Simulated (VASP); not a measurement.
**NbAs: optical spectrum with LDA**

Crystal: NbAs.

```
CELL_PARAMETERS angstrom
-1.72585 1.72585 5.84000
1.72585 -1.72585 5.84000
1.72585 1.72585 -5.84000
ATOMIC_POSITIONS crystal
Nb 0.50000 0.00000 0.50000
Nb 0.75000 0.75000 0.00000
As 0.91600 0.41600 0.50000
As 0.16600 0.16600 0.00000
```

```json
{
  "Program": "VASP 6.6.1",
  "Task": "optical spectrum",
  "Functional": "LDA",
  "Potentials or basis": "VASP PAW LDA potentials, release 64 (Nb_sv, As)",
  "Cutoff": "520 eV",
  "k mesh": "11 × 11 × 11",
  "Occupations": "gaussian, width 0.02 eV",
  "Spin": "no spin polarisation",
  "Further INCAR settings": "ALGO = Normal; EDIFF = 1e-06; NBANDS = 66"
}
```

```json
{"Pressure": "-5.2 GPa", "Largest force": "0.282 eV/Å", "Band gap on the k mesh": "0.02 eV, indirect (least direct gap 0.06 eV)"}
```

Forces on the atoms (eV/Å):
```
Nb   0.000  0.000 -0.282
Nb   0.000  0.000 -0.282
As   0.000  0.000  0.282
As   0.000  0.000  0.282
```

Stress tensor (GPa, compression positive):
```
-5.68  0.00  0.00
 0.00 -5.68  0.00
 0.00  0.00 -4.32
```

Levels at points of the mesh, in eV from the valence-band top:
| k point | band 15 | band 16 | band 17 | band 18 | band 19 | band 20 | band 21 | band 22 |
| --- | --- | --- | --- | --- | --- | --- | --- | --- |
| (0.00, 0.00, 0.00) | -2.03 | -1.68 | -1.38 | -1.38 | 0.72 | 1.29 | 2.40 | 3.00 |

Dielectric function (mean over the directions given):
```tsv
energy (eV)	real part	imaginary part
0.33	-72.73	133.36
0.98	6.66	29.29
1.63	5.95	18.54
2.29	4.50	17.53
2.94	4.64	21.27
3.71	4.94	13.92
4.36	1.97	14.98
5.01	-0.16	15.74
5.67	-1.89	15.74
6.32	-3.97	11.53
7.08	-5.85	6.86
7.74	-3.82	4.98
8.39	-3.84	4.64
9.05	-3.26	4.61
9.70	-3.16	3.31
10.46	-2.71	3.02
11.12	-2.58	2.72
11.77	-2.18	2.49
12.42	-2.13	2.02
13.08	-1.82	1.46
13.84	-1.86	1.47
14.49	-1.56	1.09
15.15	-1.35	0.85
15.80	-1.09	0.48
16.46	-0.84	0.58
17.22	-0.61	0.34
17.87	-0.49	0.44
18.53	-0.37	0.30
19.18	-0.26	0.29
19.94	-0.11	0.26
```

Wall time 9.6 min on 1 thread of Intel(R) Xeon(R) 6975P-C (Granite Rapids) (shared host), peak memory 0.85 GiB.

Caveat: spectra need much finer meshes, so this one isn't converged; independent-particle spectra lack excitons; an odd mesh through Γ misses points on the zone boundary, where band edges often lie.
